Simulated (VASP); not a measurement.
# CaS (Fm-3m) in VASP: further runs, part 2 of 2

VASP 6.6.1.

### Step 3. Electrostatic potential, PBE

This run uses another cell than the first one, of 23.37 Å³/atom, 1.037 times its volume.

Contents of INCAR:

```
ALGO = Fast ; EDIFF = 1E-6
ENCUT = 520 ; GGA = PE
ISIF = 2 ; ISMEAR = 0
KPAR = 4 ; LASPH = T
LCHARG = T ; LREAL = F
LVHAR = T ; LWAVE = F
NELM = 100 ; PREC = Accurate
SIGMA = 0.02
```

Contents of KPOINTS:

```
k-points
0
Gamma
  8 8 8
```

Contents of POSCAR:

```
CaS                                     
1.0
    0.0000000000      2.8591610786      2.8591610786
    2.8591610786      0.0000000000      2.8591610786
    2.8591610786      2.8591610786      0.0000000000
  Ca              S             
     1     1
Direct
     0.0000000000000000    0.0000000000000000    0.0000000000000000
     0.5000000000000000    0.5000000000000000    0.5000000000000000
```

Potentials or basis: VASP PAW PBE potentials, release 64 (Ca_sv, S).

Started as:

```
cat potpaw_PBE.64/Ca_sv/POTCAR potpaw_PBE.64/S/POTCAR > POTCAR
mpirun -np 4 vasp_std > vasp.out
```

OUTCAR:

```text
EDIFF = 1E-6
   ENCUT = 520
   GGA = PE
   ISIF = 2
   ISMEAR = 0
   LASPH = T
   LREAL = F
   NELM = 100
   PREC = Accurate

 ion  position               nearest neighbor table
   1  0.000  0.000  0.000-   2 2.86   2 2.86   2 2.86   2 2.86   2 2.86   2 2.86
   2  0.500  0.500  0.500-   1 2.86   1 2.86   1 2.86   1 2.86   1 2.86   1 2.86

  LATTYP: Found a face centered cubic cell.
 ALAT       =     5.7183221572

  Lattice vectors:

 A1 = (   0.0000000000,   2.8591610786,   2.8591610786)
 A2 = (   2.8591610786,   0.0000000000,   2.8591610786)
 A3 = (   2.8591610786,   2.8591610786,   0.0000000000)

Analysis of symmetry for initial positions (statically):
=====================================================================
 Subroutine PRICEL returns:
 Original cell was already a primitive cell.

 Routine SETGRP: Setting up the symmetry group for a
 face centered cubic supercell.

 Subroutine GETGRP returns: Found 48 space group operations
 (whereof 48 operations were pure point group operations)
 out of a pool of 48 trial point group operations.

The static configuration has the point symmetry O_h .

Analysis of symmetry for dynamics (positions and initial velocities):
=====================================================================
 Subroutine PRICEL returns:
 Original cell was already a primitive cell.

 Routine SETGRP: Setting up the symmetry group for a
 face centered cubic supercell.

 Subroutine GETGRP returns: Found 48 space group operations
 (whereof 48 operations were pure point group operations)
 out of a pool of 48 trial point group operations.

The dynamic configuration has the point symmetry O_h .

 Subroutine INISYM returns: Found 48 space group operations
 (whereof 48 operations are pure point group operations),
 and found     1 'primitive' translations

----------------------------------------------------------------------------------------

                                     Primitive cell

  volume of cell :      46.7462

  direct lattice vectors                    reciprocal lattice vectors
     0.000000000  2.859161079  2.859161079    -0.174876471  0.174876471  0.174876471
     2.859161079  0.000000000  2.859161079     0.174876471 -0.174876471  0.174876471
     2.859161079  2.859161079  0.000000000     0.174876471  0.174876471 -0.174876471

  length of vectors
     4.043464374  4.043464374  4.043464374     0.302894933  0.302894933  0.302894933

  position of ions in fractional coordinates (direct lattice)
     0.000000000  0.000000000  0.000000000
     0.500000000  0.500000000  0.500000000

  ion indices of the primitive-cell ions
   primitive index   ion index
                 1           1
                 2           2

----------------------------------------------------------------------------------------

 KPOINTS: k-points

Automatic generation of k-mesh.
 Grid dimensions read from file:
 generate k-points for:    8    8    8

 Generating k-lattice:

  Cartesian coordinates                     Fractional coordinates (reciprocal lattice)
[... 41 lines left out ...]
 [... further k-points ...]
   k-points           NKPTS =     29   k-points in BZ     NKDIM =     29   number of bands    NBANDS=     12
   number of dos      NEDOS =    301   number of ions     NIONS =      2
   total plane-waves  NPLWV =  27000
   dimension x,y,z NGX =    30 NGY =   30 NGZ =   30
   dimension x,y,z NGXF=    60 NGYF=   60 NGZF=   60
   ions per type =               1   1
   NGX,Y,Z   is equivalent  to a cutoff of  12.33, 12.33, 12.33 a.u.
   NGXF,Y,Z  is equivalent  to a cutoff of  24.67, 24.67, 24.67 a.u.
 SYSTEM =  unknown system
   PREC   = accura    normal or accurate (medium, high low for compatibility)
   ISTART =      0    job   : 0-new  1-cont  2-samecut
   ICHARG =      2    charge: 1-file 2-atom 10-const
   ISPIN  =      1    spin polarized calculation?
   LNONCOLLINEAR =      F non collinear calculations
   LSORBIT =      F    spin-orbit coupling
   LASPH  =      T    aspherical Exc in radial PAW
   ENCUT  =  520.0 eV  38.22 Ry    6.18 a.u.   7.52  7.52  7.52*2*pi/ulx,y,z
   NELM   =    100;   NELMIN=  2; NELMDL= -5     # of ELM steps
   EDIFF  = 0.1E-05   stopping-criterion for ELM
   LREAL  =      F    real-space projection
   EDIFFG = 0.1E-04   stopping-criterion for IOM
   NSW    =      0    number of steps for IOM
   IBRION =     -1    ionic relax: 0-MD 1-quasi-New 2-CG
   NFREE  =      0    steps in history (QN), initial steepest desc. (CG)
   ISIF   =      2    stress and relaxation
   ISYM   =      2    0-nonsym 1-usesym 2-fastsym
   POTIM  = 0.5000    time-step for ionic-motion
   TEBEG  =    0.0;   TEEND  =   0.0 temperature during run
   PSTRESS=    0.0 pullay stress
   NELECT =      16.0000    total number of electrons
   NUPDOWN=      -1.0000    fix difference up-down
   EMIN   =  10.00;   EMAX   =-10.00  energy-range for DOS
   EFERMI =   0.00;   METHOD = LEGACY
   ISMEAR =     0;   SIGMA  =   0.02  broadening in eV -4-tet -1-fermi 0-gaus
   EFERMI_NEDOS =   21; number of points for ismear=-14 and -15
   IALGO  =     68    algorithm
   IMIX   =      4    mixing-type and parameters
     AMIX     =   0.40;   BMIX     =  1.00
     AMIX_MAG =   1.60;   BMIX_MAG =  1.00
  volume/ion in A,a.u.               =      23.37       157.73
  Fermi-wavevector in a.u.,A,eV,Ry     =   1.145160  2.164039 17.842566  1.311392
  Thomas-Fermi vector in A             =   2.281849
   LORBIT       =      0    0 simple, 1 ext, 2 COOP (PROOUT), +10 PAW based schemes
   GGA     = PE    functional components
   LHFCALC =     F    Hartree Fock is set to
   AEXX    =    0.0000 exact exchange contribution
   IVDW    =     0    specifies the selected vdW correction
   LEPSILON=     F    determine dielectric tensor
   LRPA    =     F    only Hartree local field effects (RPA)
 non-spin polarized calculation
 RMM-DIIS sequential band-by-band and
 Gauss-broadening in eV      SIGMA  =   0.02
  energy-cutoff  :      520.00
  volume of cell :       46.75
 maximum number of plane-waves:      1283
   NGX = 15   NGY = 15   NGZ = 15

 number of electron      16.0000004 magnetization

 Free energy of the ion-electron system (eV)
  ---------------------------------------------------
  ext. energy  EPLUGINS =         0.00000000
  ---------------------------------------------------
  free energy    TOTEN  =       -10.36523186 eV

  energy without entropy =      -10.36523186  energy(sigma->0) =      -10.36523186

 E-fermi :   2.7843     XC(G=0):  -9.2625

 val. band max:        2.6415238085   @ k =   0.0000   0.0000   0.0000
 cond. band min:       5.0259986274   @ k =   0.5000   0.5000   0.0000
 fundamental gap:      2.3844748189
 Fermi energy:         2.7843265659

 k-point     1 :       0.0000    0.0000    0.0000
  band No.  band energies     occupation
      1     -36.5989      2.00000
      2     -17.5773      2.00000
      3     -17.5773      2.00000
      4     -17.5773      2.00000
      5      -8.6441      2.00000
      6       2.6415      2.00000
      7       2.6415      2.00000
      8       2.6415      2.00000
      9       6.7134      0.00000
     10       6.8075      0.00000
     11       6.8075      0.00000
     12       6.8075      0.00000
[... 331 lines left out ...]
 k-point    24 :      -0.3750    0.2500    0.1250
  band No.  band energies     occupation
      1     -36.5865      2.00000
      2     -17.7058      2.00000
      3     -17.6244      2.00000
      4     -17.6023      2.00000
      5      -7.8907      2.00000
      6       0.0490      2.00000
      7       1.1703      2.00000
      8       1.4969      2.00000
      9       7.6058      0.00000
     10       7.9240      0.00000
     11       9.0384      0.00000
     12       9.3466      0.00000

 [... further k-points ...]

------------------------ aborting loop because EDIFF is reached ----------------------------------------

  FORCE on cell =-STRESS in cart. coord.  units (eV):
  Direction    XX          YY          ZZ          XY          YZ          ZX
  --------------------------------------------------------------------------------------
  -------------------------------------------------------------------------------------
  Total       -0.0114330     -0.0114330     -0.0114330     -0.0000000      0.0000000      0.0000000
  in kB       -0.3918557     -0.3918557     -0.3918557     -0.0000000      0.0000000      0.0000000
  external PRESSURE =      -0.3918557 kB  Pullay stress =       0.0000000 kB

 VOLUME and BASIS-vectors are now :
 -----------------------------------------------------------------------------
  energy-cutoff  :      520.00
  volume of cell :       46.75
      direct lattice vectors                 reciprocal lattice vectors
     0.000000000  2.859161079  2.859161079    -0.174876471  0.174876471  0.174876471
     2.859161079  0.000000000  2.859161079     0.174876471 -0.174876471  0.174876471
     2.859161079  2.859161079  0.000000000     0.174876471  0.174876471 -0.174876471

 POSITION                                       TOTAL-FORCE (eV/Angst)
 -----------------------------------------------------------------------------------
      0.00000      0.00000      0.00000         0.000000      0.000000      0.000000
      2.85916      2.85916      2.85916         0.000000      0.000000     -0.000000
 -----------------------------------------------------------------------------------
    total drift:                               -0.000000      0.000000      0.000000

  FREE ENERGIE OF THE ION-ELECTRON SYSTEM (eV)
  ---------------------------------------------------
  free  energy   TOTEN  =       -10.3652318561 eV

  energy  without entropy=      -10.3652318561  energy(sigma->0) =      -10.36523186
```

stdout:

```text
POSCAR found type information on POSCAR CaS
 POSCAR found :  2 types and       2 ions
 scaLAPACK will be used
 LDA part: xc-table for (Slater+PW92), standard interpolation
 POSCAR, INCAR and KPOINTS ok, starting setup
 FFT: planning ... GRIDC
 FFT: planning ... GRID_SOFT
 FFT: planning ... GRID
 WAVECAR not read
 entering main loop
```

Run time: 8.2 s. Hardware: 4 MPI ranks of Intel Xeon 6975P-C (Granite Rapids), shared host; peak memory 0.16 GiB.

What came out:

| Quantity | Value |
| --- | --- |
| Free energy | -10.3652 eV |
| Pressure | 0.0 GPa |
| Band gap on the k mesh | 2.38 eV, indirect (least direct gap 3.18 eV) |

A k mesh can miss the band edges. PBE gaps usually lie below the measured ones, often by a third to a half.

### Step 4. Electrostatic potential, PBE, non-collinear spin, zero start, spin-orbit coupling

This run uses another cell than the first one, of 23.37 Å³/atom, 1.037 times its volume.

Contents of INCAR:

```
ALGO = Fast ; EDIFF = 1E-6
ENCUT = 520 ; GGA = PE
GGA_COMPAT = F ; ISIF = 2
ISMEAR = 0 ; KPAR = 4
LASPH = T ; LCHARG = T
LNONCOLLINEAR = T ; LORBIT = 11
LREAL = F ; LSORBIT = T
LVHAR = T ; LWAVE = F
MAGMOM = 0 0 0 0 0 0 ; NELM = 100
PREC = Accurate ; SIGMA = 0.02
```

KPOINTS is that of step 3.

POSCAR is that of step 3.

Potentials or basis: VASP PAW PBE potentials, release 64 (Ca_sv, S).

Started as:

```
cat potpaw_PBE.64/Ca_sv/POTCAR potpaw_PBE.64/S/POTCAR > POTCAR
mpirun -np 4 vasp_ncl > vasp.out
```

OUTCAR:

```text
EDIFF = 1E-6
   ENCUT = 520
   GGA = PE
   ISIF = 2
   ISMEAR = 0
   LASPH = T
   LNONCOLLINEAR = T
   LORBIT = 11
   LREAL = F
   LSORBIT = T
   NELM = 100
   PREC = Accurate

 ion  position               nearest neighbor table
   1  0.000  0.000  0.000-   2 2.86   2 2.86   2 2.86   2 2.86   2 2.86   2 2.86
   2  0.500  0.500  0.500-   1 2.86   1 2.86   1 2.86   1 2.86   1 2.86   1 2.86

  LATTYP: Found a face centered cubic cell.
 ALAT       =     5.7183221572

  Lattice vectors:

 A1 = (   0.0000000000,   2.8591610786,   2.8591610786)
 A2 = (   2.8591610786,   0.0000000000,   2.8591610786)
 A3 = (   2.8591610786,   2.8591610786,   0.0000000000)

Analysis of symmetry for initial positions (statically):
=====================================================================
 Subroutine PRICEL returns:
 Original cell was already a primitive cell.

 Routine SETGRP: Setting up the symmetry group for a
 face centered cubic supercell.

 Subroutine GETGRP returns: Found 48 space group operations
 (whereof 48 operations were pure point group operations)
 out of a pool of 48 trial point group operations.

The static configuration has the point symmetry O_h .

Analysis of symmetry for dynamics (positions and initial velocities):
=====================================================================
 Subroutine PRICEL returns:
 Original cell was already a primitive cell.

 Routine SETGRP: Setting up the symmetry group for a
 face centered cubic supercell.

 Subroutine GETGRP returns: Found 48 space group operations
 (whereof 48 operations were pure point group operations)
 out of a pool of 48 trial point group operations.

The dynamic configuration has the point symmetry O_h .
[... 843 lines left out ...]

 POSITION                                       TOTAL-FORCE (eV/Angst)
 -----------------------------------------------------------------------------------
      0.00000      0.00000      0.00000         0.000000     -0.000000     -0.000000
      2.85916      2.85916      2.85916         0.000000      0.000000      0.000000
 -----------------------------------------------------------------------------------
    total drift:                                0.000000      0.000000      0.000000

  FREE ENERGIE OF THE ION-ELECTRON SYSTEM (eV)
  ---------------------------------------------------
  free  energy   TOTEN  =       -10.3689819019 eV

  energy  without entropy=      -10.3689819019  energy(sigma->0) =      -10.36898190

 Spin-Orbit-Coupling matrix elements

 Ion:    1  E_soc:     -0.0058022
 l=   1
     0.0000000    -0.0009638    -0.0009638
    -0.0009638     0.0000000    -0.0009638
    -0.0009638    -0.0009638     0.0000000
 l=   2
     0.0000000     0.0000002     0.0000000     0.0000002    -0.0000034
     0.0000002     0.0000000    -0.0000026     0.0000002    -0.0000009
     0.0000000    -0.0000026     0.0000000    -0.0000026     0.0000000
     0.0000002     0.0000002    -0.0000026     0.0000000    -0.0000009
    -0.0000034    -0.0000009     0.0000000    -0.0000009     0.0000000
 l=   3
     0.0000000     0.0000000     0.0000000     0.0000000     0.0000000     0.0000000     0.0000000
     0.0000000     0.0000000     0.0000000     0.0000000     0.0000000     0.0000000     0.0000000
     0.0000000     0.0000000     0.0000000     0.0000000     0.0000000     0.0000000     0.0000000
     0.0000000     0.0000000     0.0000000     0.0000000     0.0000000     0.0000000     0.0000000
     0.0000000     0.0000000     0.0000000     0.0000000     0.0000000     0.0000000     0.0000000
     0.0000000     0.0000000     0.0000000     0.0000000     0.0000000     0.0000000     0.0000000
     0.0000000     0.0000000     0.0000000     0.0000000     0.0000000     0.0000000     0.0000000

 Ion:    2  E_soc:     -0.0016975
 l=   1
     0.0000000    -0.0002829    -0.0002829
    -0.0002829     0.0000000    -0.0002829
    -0.0002829    -0.0002829     0.0000000
 l=   2
     0.0000000     0.0000000     0.0000000     0.0000000     0.0000000
     0.0000000     0.0000000     0.0000000     0.0000000     0.0000000
     0.0000000     0.0000000     0.0000000     0.0000000     0.0000000
     0.0000000     0.0000000     0.0000000     0.0000000     0.0000000
     0.0000000     0.0000000     0.0000000     0.0000000     0.0000000
 l=   3
     0.0000000     0.0000000     0.0000000     0.0000000     0.0000000     0.0000000     0.0000000
     0.0000000     0.0000000     0.0000000     0.0000000     0.0000000     0.0000000     0.0000000
     0.0000000     0.0000000     0.0000000     0.0000000     0.0000000     0.0000000     0.0000000
     0.0000000     0.0000000     0.0000000     0.0000000     0.0000000     0.0000000     0.0000000
     0.0000000     0.0000000     0.0000000     0.0000000     0.0000000     0.0000000     0.0000000
     0.0000000     0.0000000     0.0000000     0.0000000     0.0000000     0.0000000     0.0000000
     0.0000000     0.0000000     0.0000000     0.0000000     0.0000000     0.0000000     0.0000000

 total charge

# of ion       s       p       d       tot
------------------------------------------
    1        2.032   5.856   0.237   8.124
    2        1.314   2.471   0.000   3.784
--------------------------------------------------
tot          3.345   8.327   0.237  11.908

 magnetization (x)

# of ion       s       p       d       tot
------------------------------------------
    1       -0.000   0.000   0.000   0.000
    2        0.000   0.000   0.000   0.000
--------------------------------------------------
tot         -0.000   0.000   0.000   0.000

 magnetization (y)

# of ion       s       p       d       tot
------------------------------------------
    1       -0.000   0.000   0.000   0.000
    2       -0.000   0.000   0.000   0.000
--------------------------------------------------
tot         -0.000   0.000   0.000   0.000

 magnetization (z)

# of ion       s       p       d       tot
------------------------------------------
    1       -0.000   0.000   0.000   0.000
    2        0.000  -0.000   0.000  -0.000
--------------------------------------------------
tot         -0.000  -0.000   0.000   0.000
```

OSZICAR:

```text
N       E                     dE             d eps       ncg     rms          rms(c)
DAV:   1     0.133497935316E+03    0.13350E+03   -0.75573E+03  1392   0.125E+03
DAV:   2    -0.139388301186E+01   -0.13489E+03   -0.12871E+03  1624   0.333E+02
DAV:   3    -0.102539406234E+02   -0.88601E+01   -0.87958E+01  2248   0.757E+01
DAV:   4    -0.106182251832E+02   -0.36428E+00   -0.36359E+00  2208   0.132E+01
[... 14 lines left out ...]
RMM:  19    -0.103689848388E+02    0.19950E-04   -0.60535E-05  1931   0.705E-02    0.557E-02
RMM:  20    -0.103689885548E+02   -0.37160E-05   -0.72879E-05  1876   0.488E-02    0.573E-02
RMM:  21    -0.103689837704E+02    0.47844E-05   -0.72444E-06  1857   0.269E-02    0.360E-02
RMM:  22    -0.103689822256E+02    0.15448E-05   -0.32817E-06  1931   0.179E-02    0.206E-02
RMM:  23    -0.103689819019E+02    0.32365E-06   -0.30041E-06  1822   0.149E-02
   1 F= -.10368982E+02 E0= -.10368982E+02  d E =-.411026E-16  mag=    -0.0000    -0.0000    -0.0000
```

Run time: 37 s. Hardware: 4 MPI ranks of Intel Xeon 6975P-C (Granite Rapids), shared host; peak memory 0.3 GiB.

What came out:

```
Free energy                                           : -10.3690 eV
Pressure                                              : -0.1 GPa
Net moment                                            : 0.00 μB per cell
Valence electrons inside the program's atomic spheres : Ca 8.12; S 3.78
```

Moments on the atoms (μB; x, y, z):
```
Ca  0.00 0.00 0.00
S   0.00 0.00 0.00
```

### Step 5. The runs side by side

```tsv
task	spin	cell	cutoff (eV)	gap on the mesh (eV)	pressure (GPa)
relaxation of cell and atoms	off	relaxed	600	2.38	0.0
electrostatic potential	off	Fm-3m, 23.37 Å³/atom	520	2.38	0.0
electrostatic potential	non-collinear, zero start, SOC	Fm-3m, 23.37 Å³/atom	520	-	-0.1
```

Alike in all rows: level PBE; potentials or basis VASP PAW PBE potentials, release 64 (Ca_sv, S); k mesh 8 × 8 × 8; smearing gaussian 0.02 eV.

Total energies depend on the potentials used, so only differences within one code and one set of settings carry meaning.
